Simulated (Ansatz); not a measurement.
CaF$_{2}$:
```xyz
3
Lattice="0.0000 2.7556 2.7556 2.7556 0.0000 2.7556 2.7556 2.7556 0.0000" Properties=species:S:1:pos:R:3 pbc="T T T"
Ca     0.0000     0.0000     0.0000
F      4.1333     4.1333     4.1333
F      1.3778     1.3778     1.3778
```

Relaxed with PBE. Special points in fractions of this cell's reciprocal vectors: Γ (0.000, 0.000, 0.000); X (0.500, 0.000, 0.500); U (0.625, 0.250, 0.625); K (0.375, 0.375, 0.750); L (0.500, 0.500, 0.500); W (0.500, 0.250, 0.750).

### Question
List the band energies nearest the valence-band maximum at these points for PBE in the plane-wave PAW code Ansatz.

### Answer
In eV from the valence-band maximum; about four levels below and three above (degenerate sets whole), none deeper than 8.9 eV; points with the same levels are listed once.

| k | below | above |
|---|---|---|
| Γ | -2.02 -2.02 -2.02 -0.25 -0.25 -0.25 | 7.14 9.06 9.06 |
| X | -1.61 -1.61 -0.35 -0.35 0.00 | 8.05 9.37 9.93 |
| U | -1.46 -0.61 -0.43 -0.09 | 8.30 9.55 9.67 |
| L | -1.25 -1.20 -0.82 -0.82 | 9.26 9.26 9.58 |
| W | -1.01 -1.01 -0.27 -0.09 | 8.36 9.61 9.77 9.77 |

Space group Fm-3m (fluorite). The cell was relaxed with PBE under the symmetry of its start.

Potentials: the later of the program's two PAW sets.
